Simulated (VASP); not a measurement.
# Se (R-3) in VASP: single point with PBE+D3(BJ)

Aim: the single point of Se with PBE+D3(BJ).

Program: VASP 6.6.1. These are calculated values, not measurements. Logs are shortened: lines on timing, memory, paths and dates and some standing lists are left out, and cuts for length are marked.

## 1. Starting point

It takes space group R-3 (No. 148, trigonal). Conventional cell: a = 11.362 Å, b = 11.362 Å, c = 4.429 Å, α = 90.00°, β = 90.00°, γ = 120.00°. Around Se (site symmetry 1) lie 2 Se at 2.36 Å.

This isn't the form of Se at room conditions, which is trigonal, of chains.

## 2. Single point, PBE+D3(BJ)

INCAR reads:

```
SYSTEM = Se
PREC = Accurate
ENCUT = 520
EDIFF = 1E-6
ISMEAR = 0
SIGMA = 0.1
LREAL = .False.
LASPH = .True.
NELM = 100
ALGO = Fast
ISIF = 2
LWAVE = .False.
LCHARG = .False.
GGA = PE
IVDW = 12
NBANDS = 27
```

KPOINTS reads:

```
regular mesh
0
Gamma
  6 6 6
  0 0 0
```

POSCAR reads:

```
Se
1.0
    5.6809998619      3.2799267995      1.4763300000
   -5.6809998619      3.2799267995      1.4763300000
    0.0000000000     -6.5598535991      1.4763300000
Se
6
Direct
    0.2806600000      0.1625100000      0.9181800000
    0.9181800000      0.2806600000      0.1625100000
    0.1625100000      0.9181800000      0.2806600000
    0.7193400000      0.8374900000      0.0818200000
    0.0818200000      0.7193400000      0.8374900000
    0.8374900000      0.0818200000      0.7193400000
```

Potentials or basis: VASP PAW PBE potentials, release 64 (Se).

The run is started by

```sh
$ cat potpaw_PBE.64/Se/POTCAR > POTCAR
$ mpirun -np 1 vasp_std > vasp.out
```

OUTCAR:

```text
SYSTEM = Se
   PREC = Accurate
   ENCUT = 520
   EDIFF = 1E-6
   ISMEAR = 0
   LREAL = .False.
   LASPH = .True.
   NELM = 100
   ISIF = 2
   GGA = PE
   IVDW = 12
 IVDW          = 12

 ion  position               nearest neighbor table
   1  0.281  0.163  0.918-   5 2.36   6 2.36
   2  0.918  0.281  0.163-   4 2.36   6 2.36
   3  0.163  0.918  0.281-   4 2.36   5 2.36
   4  0.719  0.837  0.082-   2 2.36   3 2.36
   5  0.082  0.719  0.837-   1 2.36   3 2.36
   6  0.837  0.082  0.719-   1 2.36   2 2.36

  LATTYP: Found a trigonal (rhomboedric) cell.
 ALAT       =     6.7239296182
 COS(alpha) =    -0.4276877573

  Lattice vectors:

 A1 = (   5.6809998619,   3.2799267995,   1.4763300000)
 A2 = (  -5.6809998619,   3.2799267995,   1.4763300000)
 A3 = (   0.0000000000,  -6.5598535991,   1.4763300000)

Analysis of symmetry for initial positions (statically):
=====================================================================
 Subroutine PRICEL returns:
 Original cell was already a primitive cell.

 Routine SETGRP: Setting up the symmetry group for a
 trigonal (rhombohedral) supercell.

 Subroutine GETGRP returns: Found  6 space group operations
 (whereof  6 operations were pure point group operations)
 out of a pool of 12 trial point group operations.

The static configuration has the point symmetry S_6 .

Analysis of symmetry for dynamics (positions and initial velocities):
=====================================================================
 Subroutine PRICEL returns:
 Original cell was already a primitive cell.

 Routine SETGRP: Setting up the symmetry group for a
 trigonal (rhombohedral) supercell.

 Subroutine GETGRP returns: Found  6 space group operations
 (whereof  6 operations were pure point group operations)
 out of a pool of 12 trial point group operations.

The dynamic configuration has the point symmetry S_6 .

 Subroutine INISYM returns: Found  6 space group operations
 (whereof  6 operations are pure point group operations),
 and found     1 'primitive' translations

----------------------------------------------------------------------------------------

                                     Primitive cell

  volume of cell :     165.0531

  direct lattice vectors                    reciprocal lattice vectors
     5.680999862  3.279926800  1.476330000     0.088012676  0.050814142  0.225785111
    -5.680999862  3.279926800  1.476330000    -0.088012676  0.050814142  0.225785111
     0.000000000 -6.559853599  1.476330000     0.000000000 -0.101628284  0.225785111

  length of vectors
     6.723929618  6.723929618  6.723929618     0.247602958  0.247602958  0.247602958

  position of ions in fractional coordinates (direct lattice)
     0.280660000  0.162510000  0.918180000
     0.918180000  0.280660000  0.162510000
     0.162510000  0.918180000  0.280660000
     0.719340000  0.837490000  0.081820000
     0.081820000  0.719340000  0.837490000
     0.837490000  0.081820000  0.719340000

  ion indices of the primitive-cell ions
   primitive index   ion index
                 1           1
                 2           2
                 3           3
                 4           4
                 5           5
                 6           6

----------------------------------------------------------------------------------------

 KPOINTS: regular mesh

Automatic generation of k-mesh.
 Grid dimensions read from file:
 generate k-points for:    6    6    6

 Generating k-lattice:

  Cartesian coordinates                     Fractional coordinates (reciprocal lattice)
     0.014668779  0.008469024  0.037630852     0.166666667 -0.000000000 -0.000000000
    -0.014668779  0.008469024  0.037630852    -0.000000000  0.166666667 -0.000000000
     0.000000000 -0.016938047  0.037630852     0.000000000  0.000000000  0.166666667

  Length of vectors
     0.041267160  0.041267160  0.041267160

  Shift w.r.t. Gamma in fractional coordinates (k-lattice)
     0.000000000  0.000000000  0.000000000

 Subroutine IBZKPT returns following result:
 ===========================================

 Found     40 irreducible k-points:

 Following reciprocal coordinates:
            Coordinates               Weight
  0.000000  0.000000  0.000000      1.000000
  0.166667 -0.000000 -0.000000      6.000000
  0.333333  0.000000  0.000000      6.000000
  0.500000 -0.000000 -0.000000      3.000000
  0.166667  0.166667 -0.000000      6.000000
  0.333333  0.166667 -0.000000      6.000000
[... 16 lines left out ...]
  0.333333  0.333333  0.166667      6.000000
  0.500000  0.333333  0.166667      6.000000
 [... further k-points ...]
   k-points           NKPTS =     40   k-points in BZ     NKDIM =     40   number of bands    NBANDS=     27
   number of dos      NEDOS =    301   number of ions     NIONS =      6
   total plane-waves  NPLWV = 125000
   dimension x,y,z NGX =    50 NGY =   50 NGZ =   50
   dimension x,y,z NGXF=   100 NGYF=  100 NGZF=  100
   ions per type =               6
   NGX,Y,Z   is equivalent  to a cutoff of  12.36, 12.36, 12.36 a.u.
   NGXF,Y,Z  is equivalent  to a cutoff of  24.72, 24.72, 24.72 a.u.
 SYSTEM =  Se
   PREC   = accura    normal or accurate (medium, high low for compatibility)
   ISTART =      0    job   : 0-new  1-cont  2-samecut
   ICHARG =      2    charge: 1-file 2-atom 10-const
   ISPIN  =      1    spin polarized calculation?
   LNONCOLLINEAR =      F non collinear calculations
   LSORBIT =      F    spin-orbit coupling
   LASPH  =      T    aspherical Exc in radial PAW
   ENCUT  =  520.0 eV  38.22 Ry    6.18 a.u.  12.50 12.50 12.50*2*pi/ulx,y,z
   NELM   =    100;   NELMIN=  2; NELMDL= -5     # of ELM steps
   EDIFF  = 0.1E-05   stopping-criterion for ELM
   LREAL  =      F    real-space projection
   EDIFFG = 0.1E-04   stopping-criterion for IOM
   NSW    =      0    number of steps for IOM
   IBRION =     -1    ionic relax: 0-MD 1-quasi-New 2-CG
   NFREE  =      0    steps in history (QN), initial steepest desc. (CG)
   ISIF   =      2    stress and relaxation
   ISYM   =      2    0-nonsym 1-usesym 2-fastsym
   POTIM  = 0.5000    time-step for ionic-motion
   TEBEG  =    0.0;   TEEND  =   0.0 temperature during run
   PSTRESS=    0.0 pullay stress
   NELECT =      36.0000    total number of electrons
   NUPDOWN=      -1.0000    fix difference up-down
   EMIN   =  10.00;   EMAX   =-10.00  energy-range for DOS
   EFERMI =   0.00;   METHOD = LEGACY
   ISMEAR =     0;   SIGMA  =   0.10  broadening in eV -4-tet -1-fermi 0-gaus
   EFERMI_NEDOS =   21; number of points for ismear=-14 and -15
   IALGO  =     68    algorithm
   IMIX   =      4    mixing-type and parameters
     AMIX     =   0.40;   BMIX     =  1.00
     AMIX_MAG =   1.60;   BMIX_MAG =  1.00
  volume/ion in A,a.u.               =      27.51       185.64
  Fermi-wavevector in a.u.,A,eV,Ry     =   0.985450  1.862230 13.212768  0.971111
  Thomas-Fermi vector in A             =   2.116758
   LORBIT       =      0    0 simple, 1 ext, 2 COOP (PROOUT), +10 PAW based schemes
   GGA     = PE    functional components
   LHFCALC =     F    Hartree Fock is set to
   AEXX    =    0.0000 exact exchange contribution
   IVDW    =    12    specifies the selected vdW correction
   LEPSILON=     F    determine dielectric tensor
   LRPA    =     F    only Hartree local field effects (RPA)
 non-spin polarized calculation
 RMM-DIIS sequential band-by-band and
 Gauss-broadening in eV      SIGMA  =   0.10
  energy-cutoff  :      520.00
  volume of cell :      165.05
 maximum number of plane-waves:      4465
   NGX = 25   NGY = 25   NGZ = 25

 number of electron      36.0000000 magnetization

 Free energy of the ion-electron system (eV)
  ---------------------------------------------------
  ext. energy  EPLUGINS =         0.00000000
  ---------------------------------------------------
  free energy    TOTEN  =       -20.69710799 eV

  energy without entropy =      -20.69710799  energy(sigma->0) =      -20.69710799

 E-fermi :   2.7757     XC(G=0):  -8.7949

 val. band max:        2.3690385793   @ k =   0.5000   0.5000   0.5000
 cond. band min:       3.5625577095   @ k =  -0.1667   0.1667   0.1667
 fundamental gap:      1.1935191302
 Fermi energy:         2.7756717207

 k-point     1 :       0.0000    0.0000    0.0000
  band No.  band energies     occupation
      1     -13.4225      2.00000
      2     -11.6986      2.00000
      3     -11.6986      2.00000
      4      -9.4533      2.00000
      5      -9.4533      2.00000
      6      -7.7680      2.00000
[... 19 lines left out ...]
     26       8.9185      0.00000
     27       8.9473      0.00000

 k-point     2 :       0.1667   -0.0000   -0.0000
  band No.  band energies     occupation
      1     -13.3487      2.00000
      2     -11.7493      2.00000
      3     -11.7053      2.00000
      4      -9.4589      2.00000
      5      -9.3640      2.00000
      6      -7.7987      2.00000
[... 19 lines left out ...]
     26       8.8907      0.00000
     27       9.2107      0.00000

 k-point     3 :       0.3333    0.0000    0.0000
  band No.  band energies     occupation
      1     -13.1819      2.00000
      2     -11.8610      2.00000
      3     -11.7196      2.00000
      4      -9.4679      2.00000
      5      -9.1797      2.00000
      6      -7.8978      2.00000
[... 19 lines left out ...]
     26       9.0708      0.00000
     27       9.5864      0.00000

 k-point     4 :       0.5000   -0.0000   -0.0000
  band No.  band energies     occupation
      1     -13.0845      2.00000
      2     -11.9268      2.00000
      3     -11.7273      2.00000
      4      -9.4716      2.00000
      5      -9.0823      2.00000
      6      -7.9669      2.00000
[... 19 lines left out ...]
     26       9.5812      0.00000
     27      10.2801      0.00000

 k-point     5 :       0.1667    0.1667   -0.0000
  band No.  band energies     occupation
      1     -13.2211      2.00000
      2     -11.7666      2.00000
      3     -11.7320      2.00000
      4      -9.3934      2.00000
      5      -9.2865      2.00000
      6      -7.9268      2.00000
[... 19 lines left out ...]
     26       9.3005      0.00000
     27       9.7333      0.00000

 k-point     6 :       0.3333    0.1667   -0.0000
  band No.  band energies     occupation
      1     -13.0855      2.00000
      2     -11.8956      2.00000
      3     -11.7621      2.00000
      4      -9.4054      2.00000
      5      -9.1590      2.00000
      6      -7.9509      2.00000
[... 444 lines left out ...]
      1     -13.2477      2.00000
      2     -11.9847      2.00000
      3     -11.8231      2.00000
      4      -9.5074      2.00000
      5      -9.2379      2.00000
      6      -7.5526      2.00000
[... 19 lines left out ...]
     26       8.5084      0.00000
     27       9.2548      0.00000

 k-point    22 :      -0.1667    0.1667    0.1667
  band No.  band energies     occupation
      1     -13.2909      2.00000
      2     -11.8289      2.00000
      3     -11.7575      2.00000
      4      -9.4845      2.00000
      5      -9.3253      2.00000
      6      -7.6829      2.00000
[... 19 lines left out ...]
     26       8.8658      0.00000
     27       9.2972      0.00000

 k-point    23 :       0.3333    0.3333    0.1667
  band No.  band energies     occupation
      1     -13.0462      2.00000
      2     -12.1386      2.00000
      3     -11.9625      2.00000
      4      -9.3525      2.00000
      5      -9.1105      2.00000
      6      -7.6896      2.00000
[... 19 lines left out ...]
     26       8.4271      0.00000
     27       8.6670      0.00000

 k-point    24 :       0.5000    0.3333    0.1667
  band No.  band energies     occupation
      1     -13.0967      2.00000
      2     -12.1790      2.00000
      3     -11.9199      2.00000
      4      -9.4890      2.00000
      5      -9.1294      2.00000
      6      -7.4638      2.00000
[... 19 lines left out ...]
     26       8.4482      0.00000
     27       9.0172      0.00000

 [... further k-points ...]

------------------------ aborting loop because EDIFF is reached ----------------------------------------

 Edisp (eV)   -1.87056

 E8    (eV) :    -0.7694

  FORCE on cell =-STRESS in cart. coord.  units (eV):
  Direction    XX          YY          ZZ          XY          YZ          ZX
  --------------------------------------------------------------------------------------
  -------------------------------------------------------------------------------------
  Total       1.07945     1.07945     0.47354     0.00000    -0.00000     0.00000
  in kB      10.47827    10.47827     4.59669     0.00000    -0.00000     0.00000
  external pressure =        8.52 kB  Pullay stress =        0.00 kB

 VOLUME and BASIS-vectors are now :
 -----------------------------------------------------------------------------
  energy-cutoff  :      520.00
  volume of cell :      165.05
      direct lattice vectors                 reciprocal lattice vectors
     5.680999862  3.279926800  1.476330000     0.088012676  0.050814142  0.225785111
    -5.680999862  3.279926800  1.476330000    -0.088012676  0.050814142  0.225785111
     0.000000000 -6.559853599  1.476330000     0.000000000 -0.101628284  0.225785111

 POSITION                                       TOTAL-FORCE (eV/Angst)
 -----------------------------------------------------------------------------------
      0.67121     -4.56956      2.00980         0.176876      0.367492      0.326907
      3.62175      2.86607      2.00980        -0.406696     -0.030567      0.326907
     -4.29296      1.70350      2.00980         0.229820     -0.336925      0.326907
     -0.67121      4.56956      2.41919        -0.176876     -0.367492     -0.326907
     -3.62175     -2.86607      2.41919         0.406696      0.030567     -0.326907
      4.29296     -1.70350      2.41919        -0.229820      0.336925     -0.326907
 -----------------------------------------------------------------------------------
    total drift:                                0.000000     -0.000000     -0.000000

  FREE ENERGIE OF THE ION-ELECTRON SYSTEM (eV)
  ---------------------------------------------------
  free  energy   TOTEN  =       -22.5676681527 eV

  energy  without entropy=      -22.5676681526  energy(sigma->0) =      -22.56766815
```

It took 4.7 min on 1 thread of Intel Xeon Platinum 8559C (Emerald Rapids), shared host; peak memory 0.41 GiB.

What came out:

- Free energy: -22.5677 eV
- Pressure: 0.9 GPa
- Largest force: 0.523 eV/Å
- Band gap on the k mesh: 1.19 eV, indirect (least direct gap 1.43 eV)
- Dispersion energy per atom: -0.312 eV

Forces on the atoms (eV/Å):
```
Se   0.177  0.367  0.327
Se  -0.407 -0.031  0.327
Se   0.230 -0.337  0.327
Se  -0.177 -0.367 -0.327
Se   0.407  0.031 -0.327
Se  -0.230  0.337 -0.327
```

Stress tensor (GPa, compression positive):
```
1.05 0.00 0.00
0.00 1.05 0.00
0.00 0.00 0.46
```

Levels at points of the mesh, in eV from the valence-band top:
```
           k point  band 15  band 16  band 17  band 18  band 19  band 20  band 21  band 22
(0.00, 0.00, 0.00)    -0.80    -0.80    -0.69    -0.69     1.74     1.74     2.58     2.79
(0.50, 0.00, 0.00)    -1.31    -0.92    -0.37    -0.36     1.69     1.86     2.60     3.02
(0.50, 0.50, 0.00)    -1.42    -1.17    -0.91    -0.39     1.46     1.73     2.29     2.98
(0.50, 0.50, 0.50)    -1.54    -1.31    -1.31     0.00     1.43     1.43     1.88     3.55
```
